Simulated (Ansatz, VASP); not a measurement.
**One calculation of TiAl, two programs**

Contents of POSCAR:

```
TiAl
1.0
    2.7773162165      0.0000000000      0.0000000000
   -1.3886581082      2.4052263978      0.0000000000
    0.0000000000      0.0000000000      4.5313315363
Ti Al
1 1
Direct
    0.0000000000      0.0000000000      0.0000000000
    0.3333333300      0.6666666700      0.5000000000
```

INCAR.step1

```
SYSTEM = TiAl
PREC = Accurate ; ENCUT = 520
ISMEAR = 0 ; SIGMA = 0.1
LREAL = .False. ; LASPH = .True.
NELM = 100 ; NBANDS = 14
GGA = PE ; ALGO = Normal
EDIFF = 1E-4 ; LWAVE = .True.
LCHARG = .False.
```

The input INCAR.step2:

```
SYSTEM = TiAl
PREC = Accurate ; ENCUT = 520
EDIFF = 1E-7 ; ISMEAR = 0
SIGMA = 0.1 ; LREAL = .False.
LASPH = .True. ; NELM = 100
ALGO = Normal ; ISIF = 2
LWAVE = .False. ; LCHARG = .False.
METAGGA = R2SCAN ; LMIXTAU = .True.
NBANDS = 14 ; ISTART = 1
```

The input KPOINTS:

```
Automatic mesh
0
Gamma
  18 18 10
  0 0 0
```

Input for Ansatz:

```yaml
crystal:
  lattice:
    - [2.7773162165, 0.0, 0.0]
    - [-1.3886581082, 2.4052263978, 0.0]
    - [0.0, 0.0, 4.5313315363]
  atoms:
    - { symbol: Ti, position: [0.0, 0.0, 0.0] }
    - { symbol: Al, position: [0.33333333, 0.66666667, 0.5] }
basis:
  ecutwfc: 500
kpoints:
  mp_grid: { grid: [18, 18, 10] }
hamiltonian:
  xc: r2scan
scf:
  occupations: { method: gaussian, width: 0.1 }
output:
  forces: true
  stress: true
  eigenvalues: true
```

Alike in both runs: task single point; functional r2SCAN; k mesh 18 × 18 × 10; occupations gaussian, width 0.1 eV; no spin polarisation.

```csv
,VASP,Ansatz
version,VASP 6.6.1,Ansatz 0.2.0
potentials or method,"VASP PAW PBE potentials, release 64 (Ti_sv, Al)","scalar-relativistic, plane waves, PAW"
plane-wave cutoff (eV),520,500
valence electrons in the cell,15,15
```

Ansatz gave:

* gap on the k mesh at the Fermi level (eV): none
* pressure (GPa): 11.5
* largest component of the traceless stress (GPa): 0.27

Problem. Which values does VASP return?

Solution. gap on the k mesh at the Fermi level (eV): none; pressure (GPa): 11.6; largest component of the traceless stress (GPa): 0.28.

A gap of «none» marks a metal or a gap that the smearing closes.

Caveats: the PAW data sets were made with another functional, which shifts forces and pressure a little (VASP).
